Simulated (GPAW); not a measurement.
# ZrN (Fm-3m) in GPAW: further runs

One crystal, ZrN, is run at these levels: PBE; tasks: single point.

Everything below comes from runs of GPAW 26.7.0. Logs are shortened: lines on timing, memory, paths and dates and some standing lists are left out, and cuts for length are marked. The log counts tension as positive stress, the text compression.

## 1. Starting point

Symmetry: Fm-3m, No. 225, cubic system. Conventional cell: a = 4.600 Å, b = 4.600 Å, c = 4.600 Å, α = 90.00°, β = 90.00°, γ = 90.00°. Around Zr (site symmetry m-3m) lie 6 N at 2.30 Å. Around N (site symmetry m-3m) lie 6 Zr at 2.30 Å.

## 2. Single point, PBE

File run.py:

```python
from ase.dft.bandgap import bandgap
from ase.io import read, write
from ase.units import Bohr, GPa
from gpaw import GPAW, PW
from gpaw.elf import elf_from_dft_calculation

atoms = read('POSCAR')

calc = GPAW(mode=PW(800),
            xc='PBE',
            kpts={'size': (10, 10, 10), 'gamma': True},
            occupations={'name': 'methfessel-paxton', 'order': 0, 'width': 0.022},
            nbands=19,
            convergence={'density': 1e-05, 'energy': 1e-05},
            maxiter=150,
            txt='gpaw.txt')
atoms.calc = calc
energy = atoms.get_potential_energy()
forces = atoms.get_forces()
stress = atoms.get_stress()
calc.write('gs.gpw')
write('result.traj', atoms)
print(f'Energy: {energy:.6f} eV')
print('Forces (eV/A):')
print(forces.round(4))
print('Stress (GPa):', (stress / GPa).round(3))
print('Fermi level:', round(calc.get_fermi_level(), 4), 'eV')
print(f'Gap: {bandgap(calc)[0]:.4f} eV, direct: {bandgap(calc, direct=True)[0]:.4f} eV')

# fields on the real-space grid
write('density.cube', atoms, data=calc.get_pseudo_density() * Bohr**3)
write('potential.cube', atoms, data=calc.get_electrostatic_potential())
write('elf.cube', atoms, data=elf_from_dft_calculation(calc).data)
```

File POSCAR:

```
ZrN
1.0
    0.0000000000      2.3000000000      2.3000000000
    2.3000000000      0.0000000000      2.3000000000
    2.3000000000      2.3000000000      0.0000000000
Zr N
1 1
Direct
    0.5000000000      0.5000000000      0.5000000000
    0.0000000000      0.0000000000      0.0000000000
```

Potentials or basis: GPAW PAW data sets (gpaw-data 1.2.1), pw.

On the command line:

```console
$ OMP_NUM_THREADS=1 python run.py
```

gpaw.txt:

```text
__  _  _
 | _ |_)|_||  |
 |__||  | ||/\| - 26.7.0

Input parameters:
  mode=PW(ecut=800.0),
  convergence={'density': 1e-05, 'energy': 1e-05},
  kpts=MonkhorstPack(size=(10, 10, 10), gamma=True),
  maxiter=150,
  nbands=19,
  occupations=Occupations(name='methfessel-paxton', order=0, width=0.022),
  xc=XC(name='PBE')

Diagonalizing LCAO Hamiltonian
Converting LCAO to pw mode

              Zr

       N

Atoms  # Å, Bohr magnetons
|   | symbol |        x |        y |        z |    initial magnetic moments |
|---|--------|----------|----------|----------|-----------------------------|
| 0 |     Zr | 2.300000 | 2.300000 | 2.300000 | ( 0.0000,  0.0000,  0.0000) |
| 1 |      N | 0.000000 | 0.000000 | 0.000000 | ( 0.0000,  0.0000,  0.0000) |

Unit cell  # Å
| periodic |        x |        y |        z |  lengths |    angles |
|----------|----------|----------|----------|----------|-----------|
|      yes | 0.000000 | 2.300000 | 2.300000 | 3.252691 | 60.000000 |
|      yes | 2.300000 | 0.000000 | 2.300000 | 3.252691 | 60.000000 |
|      yes | 2.300000 | 2.300000 | 0.000000 | 3.252691 | 60.000000 |

Number of symmetries: 48
Symmetry operations  # r_c * U_cc + t_c -> r_c
|    | kind |            matrix            |
|----|------|------------------------------|
|  0 |  σ   |  1, 0, 0,  1, 0,-1,  1,-1, 0 |
|  1 |  C2  |  1, 0, 0,  1,-1, 0,  1, 0,-1 |
|  2 |  E   |  1, 0, 0,  0, 1, 0,  0, 0, 1 |
|  3 |  σ   |  1, 0, 0,  0, 0, 1,  0, 1, 0 |
|  4 |  C4  |  1, 0,-1,  1, 0, 0,  1,-1, 0 |
|  5 |  S6  |  1, 0,-1,  1,-1, 0,  1, 0, 0 |
|  6 |  σ   |  1, 0,-1,  0, 1,-1,  0, 0,-1 |
|  7 |  C3  |  1, 0,-1,  0, 0,-1,  0, 1,-1 |
|  8 |  S6  |  1,-1, 0,  1, 0, 0,  1, 0,-1 |
|  9 |  C4  |  1,-1, 0,  1, 0,-1,  1, 0, 0 |
| 10 |  C3  |  1,-1, 0,  0,-1, 1,  0,-1, 0 |
| 11 |  σ   |  1,-1, 0,  0,-1, 0,  0,-1, 1 |
| 12 |  σ   |  0, 1, 0,  1, 0, 0,  0, 0, 1 |
| 13 |  C4  |  0, 1, 0,  0, 1,-1, -1, 1, 0 |
| 14 |  C3  |  0, 1, 0,  0, 0, 1,  1, 0, 0 |
| 15 |  S6  |  0, 1, 0, -1, 1, 0,  0, 1,-1 |
| 16 |  C2  |  0, 1,-1,  1, 0,-1,  0, 0,-1 |
| 17 |  σ   |  0, 1,-1,  0, 1, 0, -1, 1, 0 |
| 18 |  S4  |  0, 1,-1,  0, 0,-1,  1, 0,-1 |
| 19 |  C4  |  0, 1,-1, -1, 1, 0,  0, 1, 0 |
| 20 |  C3  |  0, 0, 1,  1, 0, 0,  0, 1, 0 |
| 21 |  σ   |  0, 0, 1,  0, 1, 0,  1, 0, 0 |
| 22 |  S6  |  0, 0, 1,  0,-1, 1, -1, 0, 1 |
| 23 |  C4  |  0, 0, 1, -1, 0, 1,  0,-1, 1 |
| 24 |  S4  |  0, 0,-1,  1, 0,-1,  0, 1,-1 |
| 25 |  C3  |  0, 0,-1,  0, 1,-1,  1, 0,-1 |
| 26 |  C2  |  0, 0,-1,  0,-1, 0, -1, 0, 0 |
| 27 |  S6  |  0, 0,-1, -1, 0, 0,  0,-1, 0 |
| 28 |  S4  |  0,-1, 1,  1,-1, 0,  0,-1, 0 |
| 29 |  C4  |  0,-1, 1,  0, 0, 1, -1, 0, 1 |
| 30 |  C2  |  0,-1, 1,  0,-1, 0,  1,-1, 0 |
| 31 |  σ   |  0,-1, 1, -1, 0, 1,  0, 0, 1 |
| 32 |  C3  |  0,-1, 0,  1,-1, 0,  0,-1, 1 |
| 33 |  S6  |  0,-1, 0,  0, 0,-1, -1, 0, 0 |
| 34 |  S4  |  0,-1, 0,  0,-1, 1,  1,-1, 0 |
| 35 |  C2  |  0,-1, 0, -1, 0, 0,  0, 0,-1 |
| 36 |  C2  | -1, 1, 0,  0, 1, 0,  0, 1,-1 |
| 37 |  S6  | -1, 1, 0,  0, 1,-1,  0, 1, 0 |
| 38 |  S4  | -1, 1, 0, -1, 0, 1, -1, 0, 0 |
| 39 |  C3  | -1, 1, 0, -1, 0, 0, -1, 0, 1 |
| 40 |  S6  | -1, 0, 1,  0, 0, 1,  0,-1, 1 |
| 41 |  C2  | -1, 0, 1,  0,-1, 1,  0, 0, 1 |
| 42 |  C3  | -1, 0, 1, -1, 1, 0, -1, 0, 0 |
| 43 |  S4  | -1, 0, 1, -1, 0, 0, -1, 1, 0 |
| 44 |  C2  | -1, 0, 0,  0, 0,-1,  0,-1, 0 |
| 45 |  i   | -1, 0, 0,  0,-1, 0,  0, 0,-1 |
| 46 |  σ   | -1, 0, 0, -1, 1, 0, -1, 0, 1 |
| 47 |  C2  | -1, 0, 0, -1, 0, 1, -1, 1, 0 |

BZ-sampling:
  Number of BZ points: 1000
  Number of IBZ points: 47

  Monkhorst-Pack size: [10, 10, 10]
  Monkhorst-Pack shift: [0.05, 0.05, 0.05]

K-points  # in reciprocal-cell coordinates
|     |                                coordinates |     weight |
|-----|--------------------------------------------|------------|
|   0 | (  0.00000000,   0.00000000,   0.00000000) | 0.00100000 |
|   1 | (  0.10000000,   0.10000000,   0.00000000) | 0.00600000 |
|   2 | (  0.10000000,   0.10000000,   0.10000000) | 0.00800000 |
|   3 | (  0.20000000,   0.10000000,   0.10000000) | 0.01200000 |
|   4 | (  0.20000000,   0.20000000,   0.00000000) | 0.00600000 |
|   5 | (  0.20000000,   0.20000000,   0.10000000) | 0.02400000 |
|   6 | (  0.20000000,   0.20000000,   0.20000000) | 0.00800000 |
|   7 | (  0.30000000,   0.20000000,   0.10000000) | 0.02400000 |
|   8 | (  0.30000000,   0.20000000,   0.20000000) | 0.02400000 |
|   9 | (  0.30000000,   0.30000000,   0.00000000) | 0.00600000 |
| ... |                                            |            |
|  46 | (  0.50000000,   0.50000000,   0.50000000) | 0.00400000 |

Plane wave coefficients: 1267
Cutoff: 800.0 eV

Spin-components: 1 (collinear spins)
Bands:           19
Projectors:      11
Spin-degeneracy: 2
Datatype:        complex128

Parallelization:
  kpt:    1
  domain: 1
  band:   1

Density:
  Valence electrons: 17.0
  Components: 1
  Grid points: [24 24 24]
  Charge: 0.0  # |e|

Potential:
  Grid points: [24 24 24]

species:
  Zr:
    name:    Zirconium
    Z:       40.0
    valence: 12
    core:    28
    charge:  0.0  # [|e|]
    compensation charges:
      type: gauss
      rc: 0.40  # [Å]
      lmax: 2
    cutoffs:
      filter: 2.39  # [Å]
      core: 1.59  # [Å]
    projectors
    | kind |    occ | energy [eV] | rcut [Å] |
    |------|--------|-------------|----------|
    |   4s |  2.000 |     -54.478 |    1.323 |
    |   5s |  2.000 |      -4.438 |    1.323 |
    |   4p |  6.000 |     -32.467 |    1.334 |
    |   5p |  0.000 |      -1.470 |    1.334 |
    |   4d |  2.000 |      -3.600 |    1.244 |
    |    d |        |      23.611 |    1.244 |

    Using partial waves for Zr as LCAO basis

  N:
    name:    Nitrogen
    Z:       7.0
    valence: 5
    core:    2
    charge:  0.0  # [|e|]
    compensation charges:
      type: gauss
      rc: 0.18  # [Å]
      lmax: 2
    cutoffs:
      filter: 1.11  # [Å]
      core: 0.96  # [Å]
    projectors
    | kind |    occ | energy [eV] | rcut [Å] |
    |------|--------|-------------|----------|
    |   2s |  2.000 |     -18.583 |    0.603 |
    |   2p |  3.000 |      -7.089 |    0.529 |
    |    s |        |       8.629 |    0.603 |
    |    p |        |      20.123 |    0.529 |
    |    d |        |       0.000 |    0.577 |

    Using partial waves for N as LCAO basis

Reference energy: -99375.292739  # eV

eigensolver:
  PPCG
  Converge bands: occupied
  niter=2

density mixing:
  MSR1-Mixer
  Pratt-step length: 0.05
  Maximum mixing coefficient: 0.75
  Old densities: 10
  SVD Regularization: 0.005
  Good broyden scale: 1.0
  Trust region scale: 1.0
  Backstep threshold: 4.0
  History deletion threshold: 6.0
  Fourier metric: weight=20.0, sigma=0.015

occupation numbers:
  Methfessel-Paxton:
    width: 0.0220  # eV
    order: 0

poisson solver:
  ecut: 6400.0  # eV

xc functional:
  name: PBE with 2 nearest neighbor stencil

convergence criteria:
- Maximum integral of absolute [dens]ity change: 1e-05 electrons / valence electron
- Maximum [total energy] change in last 3 cyles: 1e-05 eV / valence electron
- Maximum integral of absolute [eigenst]ate change: 4e-08 eV^2 / valence electron
maximum number of iterations: 150

SCF iterations
|iter     | |      energy | eigst |  dens |
|---------|-|-------------|-------|-------|
|iter:   1| |  -21.249046 | +0.15 |       |
|iter:   2| |  -20.653251 | -1.83 | -0.89 |
|iter:   3| |  -19.377284 | -1.19 | -0.96 |
|iter:   4| |  -19.372009 | -2.83 | -1.62 |
|iter:   5| |  -19.375264 | -3.17 | -1.81 |
|iter:   6| |  -19.374998 | -4.62 | -2.86 |
|iter:   7| |  -19.375007 | -6.46 | -3.44 |
|iter:   8| |  -19.375008c| -7.16 | -3.98 |
|iter:   9| |  -19.375008c| -8.17c| -5.07c|

Converged in 9 steps
Energy contributions relative to reference atoms: (reference = -99375.292739)

Energy contributions:
  Kinetic:          13.374876
  Coulomb:         -15.462479
  Zero:              0.385852
  External:          0.000000
  Xc:              -17.673057
  Entropy:          -0.000399
  Spinorbit:         0.000000
  ----------------------------
  Free energy:     -19.375208
  Extrapolated:    -19.375008

dipole moment: (-11.425540, -11.425540, -11.425540)  # |e|*Ang

Fermi level: 12.814
Eigenvalues  # (at kpt = [0.000, 0.000, 0.000])
| band index |      eig [eV] | occ [0-2] |
|------------|---------------|-----------|
|          0 |       -36.831 |     2.000 |
|        ... |               |           |
|          3 |       -14.473 |     2.000 |
|          4 |        -3.459 |     2.000 |
|          5 |        10.121 |     2.000 |
|          6 |        10.121 |     2.000 |
|          7 |        10.121 |     2.000 |
|          8 |        12.390 |     2.000 |
[... 8 lines left out ...]
|         17 |        35.018 |     0.000 |
|         18 |        37.412 |     0.000 |

No gap
No difference between direct/indirect transitions

Forces  # eV/Ang
|       x |       y |        z |
|---------|---------|----------|
| 0.00000 | 0.00000 |  0.00000 |  # Zr   0
| 0.00000 | 0.00000 | -0.00000 |  # N    1

Stress tensor  # eV/Ang^3
|        x |        y |        z |
|----------|----------|----------|
| 0.017697 | 0.000000 | 0.000000 |
| 0.000000 | 0.017697 | 0.000000 |
| 0.000000 | 0.000000 | 0.017697 |

# Writing to gs.gpw (mode='')
```

Wall time 28 s (1 thread of Arm Neoverse V1, shared host); peak memory 0.17 GiB.

What came out:

```yaml
Free_energy: -19.3752 eV
Pressure: -2.8 GPa
Band_gap_on_the_k_mesh: none (metal or under the smearing width)
```

## 3. Single point, PBE

File run.py:

```python
from ase.dft.bandgap import bandgap
from ase.io import read, write
from ase.units import GPa
from gpaw import GPAW, PW

atoms = read('POSCAR')

calc = GPAW(mode=PW(800),
            xc='PBE',
            kpts={'size': (10, 10, 10), 'gamma': True},
            occupations={'name': 'methfessel-paxton', 'order': 0, 'width': 0.023},
            nbands=19,
            convergence={'density': 1e-05, 'energy': 1e-05},
            maxiter=150,
            txt='gpaw.txt')
atoms.calc = calc
energy = atoms.get_potential_energy()
forces = atoms.get_forces()
stress = atoms.get_stress()
calc.write('gs.gpw')
write('result.traj', atoms)
print(f'Energy: {energy:.6f} eV')
print('Forces (eV/A):')
print(forces.round(4))
print('Stress (GPa):', (stress / GPa).round(3))
print('Fermi level:', round(calc.get_fermi_level(), 4), 'eV')
print(f'Gap: {bandgap(calc)[0]:.4f} eV, direct: {bandgap(calc, direct=True)[0]:.4f} eV')
```

POSCAR is that of step 2.

Potentials or basis: GPAW PAW data sets (gpaw-data 1.2.1), pw.

On the command line:

```console
$ OMP_NUM_THREADS=1 python run.py
```

Run time: 28 s. Hardware: 1 thread of Arm Neoverse V1, shared host; peak memory 0.17 GiB.

The run converged. Its results:

```
Free energy            : -19.3752 eV
Pressure               : -2.8 GPa
Band gap on the k mesh : none (metal or under the smearing width)
```

Levels at points of the mesh, in eV from the Fermi level:
```tsv
k point	band 7	band 8	band 9	band 10	band 11	band 12
(0.00, 0.00, 0.00)	-2.69	-2.69	-0.42	-0.42	-0.42	1.53
(0.50, 0.50, 0.00)	-3.46	-3.20	-3.20	3.29	4.43	4.43
(0.50, 0.50, 0.50)	-5.67	-5.67	2.94	3.01	3.01	4.67
```

## 4. Single point, PBE

run.py, as its differences from that of step 3:

```diff
@@ -1,3 +1,4 @@
+from ase import Atoms
 from ase.dft.bandgap import bandgap
-from ase.io import read, write
+from ase.io import write
 from ase.units import GPa
@@ -5,3 +6,9 @@
 
-atoms = read('POSCAR')
+atoms = Atoms(['Zr', 'N'],
+              cell=[[0.0, 2.3, 2.3],
+                    [2.3, 0.0, 2.3],
+                    [2.3, 2.3, 0.0]],
+              scaled_positions=[[0.5, 0.5, 0.5],
+                                [0.0, 0.0, 0.0]],
+              pbc=True)
 
@@ -10,3 +17,3 @@
             kpts={'size': (10, 10, 10), 'gamma': True},
-            occupations={'name': 'methfessel-paxton', 'order': 0, 'width': 0.023},
+            occupations={'name': 'methfessel-paxton', 'order': 0, 'width': 0.024},
             nbands=19,
```

On the command line:

```console
$ OMP_NUM_THREADS=1 python run.py
```

Wall time 26 s (1 thread of Arm Neoverse V1, shared host); peak memory 0.17 GiB.

It converged, with:

- Free energy: -19.3752 eV
- Pressure: -2.8 GPa
- Band gap on the k mesh: none (metal or under the smearing width)

Levels at points of the mesh, in eV from the Fermi level:
```
           k point  band 5  band 6  band 7  band 8  band 9  band 10  band 11  band 12  band 13  band 14
(0.00, 0.00, 0.00)  -16.27   -2.69   -2.69   -2.69   -0.42    -0.42    -0.42     1.53     1.53     2.74
(0.50, 0.50, 0.00)  -15.71   -4.61   -3.46   -3.20   -3.20     3.29     4.43     4.43     4.81     8.94
(0.50, 0.50, 0.50)  -14.12   -7.64   -5.67   -5.67    2.94     3.01     3.01     4.67     7.56     7.56
```

## 5. Summary

| smearing | gap on the mesh (eV) | pressure (GPa) |
| --- | --- | --- |
| gaussian 0.022 eV | none | -2.8 |
| gaussian 0.023 eV | none | -2.8 |
| gaussian 0.024 eV | none | -2.8 |

Alike in all rows: task single point; level PBE; potentials or basis GPAW PAW data sets (gpaw-data 1.2.1), pw; no spin polarisation; cell as given; k mesh 10 × 10 × 10; cutoff (eV) 800.

Every run on the cell as given and a fine mesh finds a metal.

Absolute energies hang on the potentials; compare differences alone.
